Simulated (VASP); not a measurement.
## C under changes of volume

One of the cells (5.651 Å³/atom); the others are scaled copies at fixed shape and fractional positions:

```xyz
8
Lattice="2.5105 0.0000 0.0000 -1.2552 2.1741 0.0000 0.0000 0.0000 8.2821" Properties=species:S:1:pos:R:3 pbc="T T T"
C     1.2552    0.7247    6.9941
C     0.0000    1.4494    2.8531
C     1.2552    0.7247    5.4290
C     0.0000    1.4494    1.2880
C     1.2552    2.1741    7.5124
C     2.5105    0.0000    3.3713
C     0.0000    0.0000    4.9108
C     0.0000    0.0000    0.7697
```

This is a hexagonal form of diamond, not graphite.

- Program: VASP 6.6.1
- Functional: r2SCAN
- Potentials or basis: VASP PAW PBE potentials, release 64 (C)
- Cutoff: 520 eV
- k mesh: 10 × 10 × 4
- Occupations: gaussian, width 0.02 eV
- Spin: no spin polarisation

| volume (Å³/atom) | energy over the lowest point (meV/atom) | pressure (GPa) | gap on the mesh (eV) | largest force (eV/Å) |
| --- | --- | --- | --- | --- |
| 5.425 | ? | ? | ? | ? |
| 5.538 | 4.10 | 10.3 | 4.83 | 0.016 |
| 5.651 | 0.00 | 0.8 | 4.77 | 0.002 |
| 5.764 | 2.34 | -7.9 | 4.72 | 0.019 |
| 5.877 | 10.52 | -15.8 | 4.67 | 0.035 |

Q: What does the run at 5.425 Å³/atom give?

A: Energy over the lowest point 15.23 meV/atom; pressure 20.8 GPa; gap on the mesh 4.88 eV; largest force 0.035 eV/Å.

Worked out: A Birch-Murnaghan fit of order 2 (a polynomial in V^(-2/3)) to the other rows has its minimum at 5.66 Å³/atom with B0 = V·E''(V) = 452 GPa at fixed shape and positions, which overstates the stiffness. It gives 15.33 meV/atom at 5.425 Å³/atom, against the run's 15.23, and -dE/dV = 21.3 GPa, against 20.8. A straight line through the other rows of the gap, of slope -2.68 eV per unit of ln V, extrapolates to 4.88 eV, against the run's 4.88.

Energies are extrapolated to zero smearing.

Caveats: the PAW data sets were made with another functional, which shifts forces and pressure a little.

A mesh can miss the band edges.
